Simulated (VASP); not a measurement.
# CdS (Fm-3m) in VASP: further runs

The runs below take CdS through G0W0 quasiparticle levels, with PBE.

Program: VASP 6.6.1. These are calculated values, not measurements. Logs are shortened: lines on timing, memory, paths and dates and some standing lists are left out, and cuts for length are marked.

### 1 The crystal as given

It takes space group Fm-3m (No. 225, cubic). Conventional cell: a = 5.506 Å, b = 5.506 Å, c = 5.506 Å, α = 90.00°, β = 90.00°, γ = 90.00°. Cd (site symmetry m-3m) is surrounded by 6 S at 2.75 Å. S (site symmetry m-3m) has 6 Cd at 2.75 Å as nearest neighbours.

Measurements of this composition are mostly on another form, of space group No. 186.

### 2 G0W0 quasiparticle levels, PBE

POSCAR

```
CdS
1.0
    0.0000000000      2.7532440000      2.7532440000
    2.7532440000      0.0000000000      2.7532440000
    2.7532440000      2.7532440000      0.0000000000
Cd S
1 1
Direct
    0.0000000000      0.0000000000      0.0000000000
    0.5000000000      0.5000000000      0.5000000000
```

INCAR.step1

```
SYSTEM = CdS
PREC = Accurate
ENCUT = 450
EDIFF = 1E-8
ISMEAR = 0
SIGMA = 0.01
LREAL = .False.
LASPH = .True.
NELM = 80
ALGO = Normal
LWAVE = .True.
LCHARG = .False.
GGA = PE
```

INCAR.step2

```
SYSTEM = CdS
PREC = Accurate
ENCUT = 450
EDIFF = 1E-8
ISMEAR = 0
SIGMA = 0.01
LREAL = .False.
LASPH = .True.
NELM = 1
ALGO = Exact
LWAVE = .True.
LCHARG = .False.
GGA = PE
NBANDS = 175
LOPTICS = .True.
ISTART = 1
```

INCAR.step3

```
SYSTEM = CdS
PREC = Accurate
ENCUT = 450
EDIFF = 1E-8
ISMEAR = 0
SIGMA = 0.01
LREAL = .False.
LASPH = .True.
ALGO = EVGW0
LWAVE = .False.
LCHARG = .False.
GGA = PE
NELMGW = 1
NBANDS = 175
ENCUTGW = 200
NOMEGA = 48
PRECFOCK = Fast
ISTART = 1
NBANDSGW = 17
```

KPOINTS

```
Automatic mesh
0
Gamma
  5 5 5
  0 0 0
```

Potentials or basis: VASP PAW PBE potentials, release 64 (Cd_GW, S_GW).

Started as:

```console
cat potpaw_PBE.64/Cd_GW/POTCAR potpaw_PBE.64/S_GW/POTCAR > POTCAR
cp INCAR.step1 INCAR
mpirun -np 1 vasp_std > vasp.out
cp INCAR.step2 INCAR
mpirun -np 1 vasp_std > vasp.out
cp INCAR.step3 INCAR
mpirun -np 1 vasp_std > vasp.out
```

OUTCAR:

```text
SYSTEM = CdS
   PREC = Accurate
   ENCUT = 450
   EDIFF = 1E-8
   ISMEAR = 0
   LREAL = .False.
   LASPH = .True.
   GGA = PE
   NELMGW = 1
   ENCUTGW = 200
   PRECFOCK = Fast
   ISTART = 1

 Found     10 irreducible k-points:

 Following reciprocal coordinates:
            Coordinates               Weight
  0.000000  0.000000  0.000000      1.000000
  0.200000  0.000000  0.000000      8.000000
  0.400000  0.000000  0.000000      8.000000
  0.200000  0.200000  0.000000      6.000000
  0.400000  0.200000  0.000000     24.000000
 -0.400000  0.200000  0.000000     24.000000
   k-points           NKPTS =     10   k-points in BZ     NKDIM =    125   number of bands    NBANDS=    175
   number of dos      NEDOS =    301   number of ions     NIONS =      2
   total plane-waves  NPLWV =  21952
   dimension x,y,z NGX =    28 NGY =   28 NGZ =   28
   dimension x,y,z NGXF=    56 NGYF=   56 NGZF=   56
   ions per type =               1   1
   NGX,Y,Z   is equivalent  to a cutoff of  11.95, 11.95, 11.95 a.u.
   NGXF,Y,Z  is equivalent  to a cutoff of  23.91, 23.91, 23.91 a.u.
 SYSTEM =  CdS
   PREC   = accura    normal or accurate (medium, high low for compatibility)
   ISTART =      1    job   : 0-new  1-cont  2-samecut
   ICHARG =      0    charge: 1-file 2-atom 10-const
   ISPIN  =      1    spin polarized calculation?
   LNONCOLLINEAR =      F non collinear calculations
   LSORBIT =      F    spin-orbit coupling
   LASPH  =      T    aspherical Exc in radial PAW
   ENCUT  =  450.0 eV  33.07 Ry    5.75 a.u.   6.73  6.73  6.73*2*pi/ulx,y,z
   NELM   =     60;   NELMIN=  2; NELMDL=  0     # of ELM steps
   EDIFF  = 0.1E-07   stopping-criterion for ELM
   LREAL  =      F    real-space projection
   EDIFFG = 0.1E-06   stopping-criterion for IOM
   NSW    =      0    number of steps for IOM
   IBRION =     -1    ionic relax: 0-MD 1-quasi-New 2-CG
   NFREE  =      0    steps in history (QN), initial steepest desc. (CG)
   ISIF   =      0    stress and relaxation
   ISYM   =      3    0-nonsym 1-usesym 2-fastsym
   POTIM  = 0.5000    time-step for ionic-motion
   TEBEG  =    0.0;   TEEND  =   0.0 temperature during run
   PSTRESS=    0.0 pullay stress
   NELECT =      18.0000    total number of electrons
   NUPDOWN=      -1.0000    fix difference up-down
   EMIN   =  10.00;   EMAX   =-10.00  energy-range for DOS
   EFERMI =   0.00;   METHOD = LEGACY
   ISMEAR =     0;   SIGMA  =   0.01  broadening in eV -4-tet -1-fermi 0-gaus
   EFERMI_NEDOS =   21; number of points for ismear=-14 and -15
   IALGO  =     38    algorithm
   IMIX   =      4    mixing-type and parameters
     AMIX     =   0.40;   BMIX     =  1.00
     AMIX_MAG =   1.60;   BMIX_MAG =  1.00
  volume/ion in A,a.u.               =      20.87       140.84
  Fermi-wavevector in a.u.,A,eV,Ry     =   1.236833  2.337275 20.813583  1.529755
  Thomas-Fermi vector in A             =   2.371425
   LORBIT       =      0    0 simple, 1 ext, 2 COOP (PROOUT), +10 PAW based schemes
   GGA     = PE    functional components
   LHFCALC =     T    Hartree Fock is set to
   PRECFOCK=fast      Normal, Fast or Accurate (Low or Medium for compatibility)
   ENCUT4O =  -1.0   cutoff for four orbital integrals eV
   NKREDX  =     1    reduce k-point grid by
   NKREDY  =     1    reduce k-point grid by
   NKREDZ  =     1    reduce k-point grid by
   AEXX    =    1.0000 exact exchange contribution
   HFSCREEN=    0.0000 screening length (either q_TF or 0.3 A-1)
   HFSCREENC=   0.0000 screening length for correlation (either q_TF or 0.3 A-1)
   ENCUTFOCK=  -1.0 apply spherical cutoff to Coloumb kernel
   IVDW    =     0    specifies the selected vdW correction
   LEPSILON=     F    determine dielectric tensor
   LRPA    =     F    only Hartree local field effects (RPA)
   LRPAFORCE           =     F    calculate RPA forces
   ENCUTGW             = 200.0    cutoff for response function in eV
   ENCUTGWSOFT         = 160.0    soft cutoff for Coulomb kernel in GW response function in eV
   ENCUTLF             =  -1.0    cutoff for local field effects
   NELMGW              =     1    number of iterations in solving QP/BSE equation
   NELMHF              =     1    number of iterations in the inner HF iteration
   NKREDLFX            =     1    NKREDLFY  =   1   NKREDLFZ  =   1
 non-spin polarized calculation
 Gauss-broadening in eV      SIGMA  =   0.01
  energy-cutoff  :      450.00
  volume of cell :       41.74
 maximum number of plane-waves:       918
  NGX = 16; NGY = 16; NGZ = 16
   NGX = 13   NGY = 13   NGZ = 13
 maximum number of plane-waves:       283

 QP shifts <psi_nk| G(iteration)W_0 |psi_nk>: iteration 1
 for sc-GW calculations column KS-energies equals QP-energies in previous step
 and V_xc(KS)=  KS-energies - (<T + V_ion + V_H > + <T+V_H+V_ion>^1  + <V_x>^1)

 k-point   1 :       0.0000    0.0000    0.0000
  band No.  KS-energies  QP-energies   sigma(KS)   V_xc(KS)     V^pw_x(r,r')   Z            occupation Imag(sigma)

      1      -8.3387      -8.7792     -13.3987     -12.6978     -20.6686       0.6285       2.0000       0.9934
      2      -3.2738      -5.3194     -18.3102     -15.4229     -23.2195       0.7085       2.0000       0.1299
      3      -3.2738      -5.3194     -18.3102     -15.4229     -23.2195       0.7085       2.0000       0.1299
      4      -3.2738      -5.3194     -18.3102     -15.4229     -23.2195       0.7085       2.0000       0.1299
      5      -3.2738      -5.3194     -18.3102     -15.4229     -23.2195       0.7085       2.0000       0.1299
      6      -3.2738      -5.3194     -18.3102     -15.4229     -23.2195       0.7085       2.0000       0.1299
[... 9 lines left out ...]
     16      15.6119      15.7460     -10.0030     -10.1807      -3.7004       0.7550       0.0000      -0.4689
     17      15.6119      15.7460     -10.0030     -10.1807      -3.7004       0.7550       0.0000      -0.4689

 k-point   2 :       0.2000    0.0000    0.0000
  band No.  KS-energies  QP-energies   sigma(KS)   V_xc(KS)     V^pw_x(r,r')   Z            occupation Imag(sigma)

      1      -8.0223      -8.4566     -13.5533     -12.8746     -20.7408       0.6398       2.0000       0.9697
      2      -3.3761      -5.3878     -18.2057     -15.3647     -23.2024       0.7081       2.0000       0.1591
      3      -3.3761      -5.3878     -18.2057     -15.3647     -23.2024       0.7081       2.0000       0.1591
      4      -3.3122      -5.3396     -18.1375     -15.2719     -23.0010       0.7075       2.0000       0.1190
      5      -3.2085      -5.2635     -18.3615     -15.4610     -23.2346       0.7085       2.0000       0.1170
      6      -3.2085      -5.2635     -18.3615     -15.4610     -23.2346       0.7085       2.0000       0.1170
[... 9 lines left out ...]
     16      15.1095      15.1028      -9.1407      -9.1320      -3.2641       0.7647       0.0000      -0.3570
     17      18.7522      18.7236      -8.7633      -8.7259      -2.7795       0.7659       0.0000      -0.4759

 k-point   3 :       0.4000    0.0000    0.0000
  band No.  KS-energies  QP-energies   sigma(KS)   V_xc(KS)     V^pw_x(r,r')   Z            occupation Imag(sigma)

      1      -7.3865      -7.7921     -13.9598     -13.3329     -20.9993       0.6468       2.0000       0.9089
      2      -3.5334      -5.4881     -17.9790     -15.1954     -23.0256       0.7022       2.0000       0.1716
      3      -3.5334      -5.4881     -17.9790     -15.1954     -23.0256       0.7022       2.0000       0.1716
      4      -3.4568      -5.3839     -17.5632     -14.8241     -22.4211       0.7035       2.0000       0.1544
      5      -3.0996      -5.1710     -18.5029     -15.5844     -23.3686       0.7097       2.0000       0.1147
      6      -3.0996      -5.1710     -18.5029     -15.5844     -23.3686       0.7097       2.0000       0.1147
[... 9 lines left out ...]
     16      16.4317      16.7389     -10.4850     -10.8892      -4.6370       0.7601       0.0000      -0.3656
     17      20.2303      20.4699     -10.3939     -10.7106      -3.7579       0.7563       0.0000      -0.7507

 k-point   4 :       0.2000    0.2000    0.0000
  band No.  KS-energies  QP-energies   sigma(KS)   V_xc(KS)     V^pw_x(r,r')   Z            occupation Imag(sigma)

      1      -7.9591      -8.4012     -13.6394     -12.9481     -20.8069       0.6396       2.0000       0.9540
      2      -3.4227      -5.3709     -17.9657     -15.2009     -22.9873       0.7047       2.0000       0.1787
      3      -3.3252      -5.3599     -18.1728     -15.2931     -23.0345       0.7066       2.0000       0.1128
      4      -3.2375      -5.2899     -18.4259     -15.5386     -23.4074       0.7108       2.0000       0.1577
      5      -3.2049      -5.2564     -18.3257     -15.4306     -23.1850       0.7086       2.0000       0.1143
      6      -3.2049      -5.2564     -18.3257     -15.4306     -23.1850       0.7086       2.0000       0.1143
[... 9 lines left out ...]
     16      17.9568      18.1660     -10.4029     -10.6790      -3.9373       0.7575       0.0000      -0.6087
     17      17.9568      18.1660     -10.4029     -10.6790      -3.9373       0.7575       0.0000      -0.6087

 k-point   5 :       0.4000    0.2000    0.0000
  band No.  KS-energies  QP-energies   sigma(KS)   V_xc(KS)     V^pw_x(r,r')   Z            occupation Imag(sigma)

      1      -7.5255      -7.9777     -14.0358     -13.3343     -21.0941       0.6446       2.0000       0.8898
      2      -3.3776      -5.3013     -17.7304     -15.0053     -22.6649       0.7059       2.0000       0.1712
      3      -3.3575      -5.3487     -18.0169     -15.1981     -22.9169       0.7064       2.0000       0.1355
      4      -3.3534      -5.3633     -18.2094     -15.3717     -23.2077       0.7083       2.0000       0.1608
      5      -3.1040      -5.1379     -18.3949     -15.5267     -23.2826       0.7091       2.0000       0.1282
      6      -3.0837      -5.1588     -18.5189     -15.6001     -23.3886       0.7109       2.0000       0.1170
[... 9 lines left out ...]
     16      17.9825      18.1359      -9.8704     -10.0725      -3.6830       0.7595       0.0000      -0.5065
     17      20.2827      20.4896     -10.2135     -10.4848      -3.6474       0.7624       0.0000      -0.7376

 k-point   6 :      -0.4000    0.2000    0.0000
  band No.  KS-energies  QP-energies   sigma(KS)   V_xc(KS)     V^pw_x(r,r')   Z            occupation Imag(sigma)

      1      -7.2924      -7.7412     -14.2405     -13.5463     -21.2471       0.6464       2.0000       0.8582
      2      -3.4888      -5.4476     -18.0306     -15.2444     -23.0837       0.7030       2.0000       0.1743
      3      -3.4297      -5.3569     -17.6568     -14.9185     -22.5482       0.7038       2.0000       0.1590
      4      -3.3039      -5.2858     -17.9835     -15.1843     -22.8811       0.7080       2.0000       0.1459
      5      -3.0856      -5.1594     -18.5097     -15.5899     -23.3683       0.7103       2.0000       0.1127
      6      -3.0042      -5.0228     -18.4477     -15.6144     -23.3625       0.7125       2.0000       0.1428
[... 9 lines left out ...]
     16      17.9172      18.0465      -9.8373     -10.0063      -3.6661       0.7655       0.0000      -0.5421
     17      19.7166      19.8721     -10.2337     -10.4403      -3.7128       0.7529       0.0000      -0.6600

 [... further k-points ...]
```

Wall time 5.1 min (1 thread of Intel Xeon 6975P-C (Granite Rapids), shared host); peak memory 0.67 GiB.

These settings aren't checked as converged: the numbers below hold their error.

What came out:

- Band gap on the k mesh, mean-field level: 0.75 eV, indirect (least direct gap 1.54 eV)
- Quasiparticle gap: 1.37 eV
- Least direct quasiparticle gap: 2.12 eV

Caveat: bands, screening cutoff and mesh are small and nothing is extrapolated, so the quasiparticle values aren't converged; an odd mesh through Γ misses points on the zone boundary, where band edges often lie.

(Part 1 of 2 ends here.)
